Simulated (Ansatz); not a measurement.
# MnS (F-43m) in Ansatz: further runs, part 3 of 3

Ansatz 0.2.0.

**5. Single point, LDA, collinear spin, ferromagnetic start, 14.53 Å³/atom (volume scaled by 0.96)**

Input file input.yaml:

```yaml
crystal:
  lattice:
    - [0.0, 2.4400341398, 2.4400341398]
    - [2.4400341398, 0.0, 2.4400341398]
    - [2.4400341398, 2.4400341398, 0.0]
  atoms:
    - { symbol: Mn, position: [0.0, 0.0, 0.0], spin: 4.0 }
    - { symbol: S, position: [0.75, 0.75, 0.75] }
kpoints:
  mp_grid: { grid: [9, 9, 9] }
scf:
  occupations: { method: fermi_dirac, width: 0.05 }
hamiltonian:
  xc: lda
  pseudopotentials: { kind: all_electron, lapw: { basis_error: 0.001 } }
magnetization:
  spin_polarized: true
output:
  forces: true
  stress: true
  eigenvalues: true
```

Started as:

```sh
ansatz run input.yaml --threads 2 --pin off --max-ram 6144MiB --backend cpu --events-out ev --progress --plain --runs-dir out
```

Wall time 17 s (2 threads of AMD EPYC 7R43 (Zen 3), shared host); peak memory 0.41 GiB.

It converged, with:

```yaml
Free_energy: -42301.7090 eV
Pressure: -1.1 GPa
Band_gap_on_the_k_mesh: none (metal or under the smearing width)
Net_moment: 0.00 μB per cell
Absolute_moment: 0.00 μB per cell
```

Caveat: the starting moments collapsed, and a magnetic state may lie lower; semilocal functionals often make such compounds metallic where correlation or magnetic order opens a gap, which also shifts bond lengths; the starting moments weren't kept.

**6. Single point, LDA, collinear spin, ferromagnetic start, 14.83 Å³/atom (volume scaled by 0.98)**

Changes to input.yaml since step 5:

```diff
@@ -2,5 +2,5 @@
   lattice:
-    - [0.0, 2.4400341398, 2.4400341398]
-    - [2.4400341398, 0.0, 2.4400341398]
-    - [2.4400341398, 2.4400341398, 0.0]
+    - [0.0, 2.4568624933, 2.4568624933]
+    - [2.4568624933, 0.0, 2.4568624933]
+    - [2.4568624933, 2.4568624933, 0.0]
   atoms:
```

Potentials or basis: all-electron LAPW, scalar-relativistic.

Started as:

```sh
ansatz run input.yaml --threads 2 --pin off --max-ram 6144MiB --backend cpu --events-out ev --progress --plain --runs-dir out
```

It took 17 s on 2 threads of AMD EPYC 7R43 (Zen 3), shared host; peak memory 0.42 GiB.

Results (log left out):

| Quantity | Value |
| --- | --- |
| Free energy | -42301.6989 eV |
| Pressure | -4.2 GPa |
| Band gap on the k mesh | none (metal or under the smearing width) |
| Net moment | 0.08 μB per cell |
| Absolute moment | 0.08 μB per cell |
| Site moments | Mn +0.08; S -0.00 μB |

Caveat: the moment fell far below its start of 4 μB, so a state of higher moment may lie lower in energy; semilocal functionals often make such compounds metallic where correlation or magnetic order opens a gap, which also shifts bond lengths; the starting moments weren't kept.

**7. Single point, LDA, collinear spin, ferromagnetic start, 15.13 Å³/atom**

Changes to input.yaml since step 6:

```diff
@@ -2,5 +2,5 @@
   lattice:
-    - [0.0, 2.4568624933, 2.4568624933]
-    - [2.4568624933, 0.0, 2.4568624933]
-    - [2.4568624933, 2.4568624933, 0.0]
+    - [0.0, 2.4734634191, 2.4734634191]
+    - [2.4734634191, 0.0, 2.4734634191]
+    - [2.4734634191, 2.4734634191, 0.0]
   atoms:
```

Started as:

```sh
ansatz run input.yaml --threads 2 --pin off --max-ram 6144MiB --backend cpu --events-out ev --progress --plain --runs-dir out
```

Run time: 14 s. Hardware: 2 threads of AMD EPYC 7R43 (Zen 3), shared host; peak memory 0.42 GiB.

Results (log left out):

```yaml
Free_energy: -42301.6778 eV
Pressure: -6.9 GPa
Band_gap_on_the_k_mesh: none (metal or under the smearing width)
Net_moment: -0.14 μB per cell
Absolute_moment: 0.15 μB per cell
Site_moments: Mn -0.14; S +0.00 μB
```

Caveat: the moment fell far below its start of 4 μB, so a state of higher moment may lie lower in energy; semilocal functionals often make such compounds metallic where correlation or magnetic order opens a gap, which also shifts bond lengths; the starting moments weren't kept.

**8. Single point, LDA, collinear spin, ferromagnetic start, 15.44 Å³/atom (volume scaled by 1.02)**

Changes to input.yaml since step 7:

```diff
@@ -2,5 +2,5 @@
   lattice:
-    - [0.0, 2.4734634191, 2.4734634191]
-    - [2.4734634191, 0.0, 2.4734634191]
-    - [2.4734634191, 2.4734634191, 0.0]
+    - [0.0, 2.4898444489, 2.4898444489]
+    - [2.4898444489, 0.0, 2.4898444489]
+    - [2.4898444489, 2.4898444489, 0.0]
   atoms:
```

Started as:

```sh
ansatz run input.yaml --threads 2 --pin off --max-ram 6144MiB --backend cpu --events-out ev --progress --plain --runs-dir out
```

Wall time 16 s (2 threads of AMD EPYC 7R43 (Zen 3), shared host); peak memory 0.42 GiB.

The run converged. Its results:

| Property | Result |
| --- | --- |
| Free energy | -42301.6468 eV |
| Pressure | -9.4 GPa |
| Band gap on the k mesh | none (metal or under the smearing width) |
| Net moment | -0.19 μB per cell |
| Absolute moment | 0.20 μB per cell |
| Site moments | Mn -0.18; S +0.00 μB |

Caveat: the moment fell far below its start of 4 μB, so a state of higher moment may lie lower in energy; semilocal functionals often make such compounds metallic where correlation or magnetic order opens a gap, which also shifts bond lengths; the starting moments weren't kept.

**9. Single point, LDA, collinear spin, ferromagnetic start, 15.74 Å³/atom (volume scaled by 1.04)**

Changes to input.yaml since step 8:

```diff
@@ -2,5 +2,5 @@
   lattice:
-    - [0.0, 2.4898444489, 2.4898444489]
-    - [2.4898444489, 0.0, 2.4898444489]
-    - [2.4898444489, 2.4898444489, 0.0]
+    - [0.0, 2.5060127231, 2.5060127231]
+    - [2.5060127231, 0.0, 2.5060127231]
+    - [2.5060127231, 2.5060127231, 0.0]
   atoms:
```

Potentials or basis: all-electron LAPW, scalar-relativistic.

Started as:

```sh
ansatz run input.yaml --threads 2 --pin off --max-ram 6144MiB --backend cpu --events-out ev --progress --plain --runs-dir out
```

It took 15 s on 2 threads of AMD EPYC 7R43 (Zen 3), shared host; peak memory 0.41 GiB.

It converged, with:

- Free energy: -42301.6071 eV
- Pressure: -11.6 GPa
- Band gap on the k mesh: none (metal or under the smearing width)
- Net moment: -0.22 μB per cell
- Absolute moment: 0.24 μB per cell
- Site moments: Mn -0.21; S +0.00 μB

Caveat: the moment fell far below its start of 4 μB, so a state of higher moment may lie lower in energy; semilocal functionals often make such compounds metallic where correlation or magnetic order opens a gap, which also shifts bond lengths; the starting moments weren't kept.

**10. Single point, LDA, collinear spin, ferromagnetic start, 16.04 Å³/atom (volume scaled by 1.06)**

Changes to input.yaml since step 9:

```diff
@@ -2,5 +2,5 @@
   lattice:
-    - [0.0, 2.5060127231, 2.5060127231]
-    - [2.5060127231, 0.0, 2.5060127231]
-    - [2.5060127231, 2.5060127231, 0.0]
+    - [0.0, 2.5219750179, 2.5219750179]
+    - [2.5219750179, 0.0, 2.5219750179]
+    - [2.5219750179, 2.5219750179, 0.0]
   atoms:
```

Started as:

```sh
ansatz run input.yaml --threads 2 --pin off --max-ram 6144MiB --backend cpu --events-out ev --progress --plain --runs-dir out
```

Run time: 19 s. Hardware: 2 threads of AMD EPYC 7R43 (Zen 3), shared host; peak memory 0.43 GiB.

The run converged. Its results:

* Free energy: -42301.5595 eV
* Pressure: -13.5 GPa
* Band gap on the k mesh: none (metal or under the smearing width)
* Net moment: 0.25 μB per cell
* Absolute moment: 0.27 μB per cell
* Site moments: Mn +0.24; S -0.01 μB

Caveat: the moment fell far below its start of 4 μB, so a state of higher moment may lie lower in energy; semilocal functionals often make such compounds metallic where correlation or magnetic order opens a gap, which also shifts bond lengths; the starting moments weren't kept.

**11. Equation of state, LDA, collinear spin, ferromagnetic start**

This step only gathers the single runs of the series.

Results:

| Property | Result |
| --- | --- |
| Equilibrium volume | 14.43 Å³/atom |
| Bulk modulus | 163 GPa |
| Pressure derivative of the bulk modulus | 4.6 |

Energy against volume, from the lowest point:
```
volume (Å³/atom)  energy (meV/atom)
          14.225               1.23
          14.527               0.00
          14.830               5.02
          15.133              15.57
          15.435              31.05
          15.738              50.92
          16.041              74.71
```

Caveat: the starting moments weren't kept.

**12. The reference run**

An earlier run on the cell as given: functional PBE; potentials or basis all-electron LAPW, scalar-relativistic; cutoff 344 eV (chosen from the basis error); basis error allowed 0.001 eV/atom; k mesh 9 × 9 × 9; occupations fermi-dirac, width 0.05 eV; collinear spin, ferromagnetic start; starting moments [4.0, 0.0] μB.

- Pressure: 3.0 GPa
- Band gap on the k mesh: none (metal or under the smearing width)
- Net moment: 0.23 μB per cell
- Absolute moment: 0.25 μB per cell
- Site moments: Mn +0.22; S -0.00 μB

**13. Summary**

```tsv
task	level	cutoff (eV)	pressure (GPa)	moment (μB)
band structure	LDA	344	-6.9	0.14
band structure	PBEsol	344	-3.0	0.24
equation of state	LDA	-	-	-
single point	PBE	344	3.0	0.23
```

Alike in all rows: potentials or basis all-electron LAPW, scalar-relativistic; spin collinear, ferromagnetic start; cell as given; k mesh 9 × 9 × 9; smearing fermi-dirac 0.05 eV; basis error allowed 0.001 eV/atom.

The pressure there spans -6.9 GPa (LDA) to 3.0 GPa (PBE); a positive pressure means that this level wants a larger cell, a negative one a smaller.

Caveats: the starting moments weren't kept; the moment fell far below its start of 4 μB, so a state of higher moment may lie lower in energy (some runs); semilocal functionals often make such compounds metallic where correlation or magnetic order opens a gap, which also shifts bond lengths (some runs).

Compare energies only between runs with the same functional and basis.
